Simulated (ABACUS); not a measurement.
Fe:

```
Fe
1.0
    -1.44300    1.44300    1.44300
     1.44300   -1.44300    1.44300
     1.44300    1.44300   -1.44300
Fe
1
Direct
  0.00000 0.00000 0.00000
```

```yaml
Program: ABACUS 3.10.1
Task: relaxation of cell and atoms
Functional: BLYP
Potentials_or_basis: Ansatz NC PBE
Cutoff: 1225 eV
Density_cutoff: 4898 eV
Basis: plane waves
k_mesh: 10 × 10 × 10
Occupations: fermi-dirac, width 0.05 eV
Spin: collinear spin, ferromagnetic start
Starting_moments: "[3.0] μB"
```

At the start: pressure -5.5 GPa; volume 12.02 Å³/atom.

How do energy, volume and symmetry change on relaxing?

Over 5 steps the energy falls by 6.4 meV/atom and the volume is 11.66 Å³/atom (-3.0 %); space group Im-3m (No. 229, to 0.05 Å); moment 2.14 μB per cell.

The path:
| step | energy change (eV) | largest force (eV/Å) | pressure (GPa) | volume (Å³) |
| --- | --- | --- | --- | --- |
| 1 | 0.0000 | 0.0000 | -5.53 | 12.02 |
| 2 | 0.0017 | 0.0000 | 7.13 | 11.29 |
| 3 | -0.0064 | 0.0000 | -0.11 | 11.66 |
| 4 | -0.0064 | 0.0000 | -0.11 | 11.66 |
| 5 | -0.0064 | 0.0000 | 0.05 | 11.66 |

Final structure:
```
Fe
1.0
    -1.42865    1.42865    1.42865
     1.42865   -1.42865    1.42865
     1.42865    1.42865   -1.42865
Fe
1
Direct
  0.00000 0.00000 0.00000
```

Caveat: the potentials were made for another functional, which shifts forces and pressure.
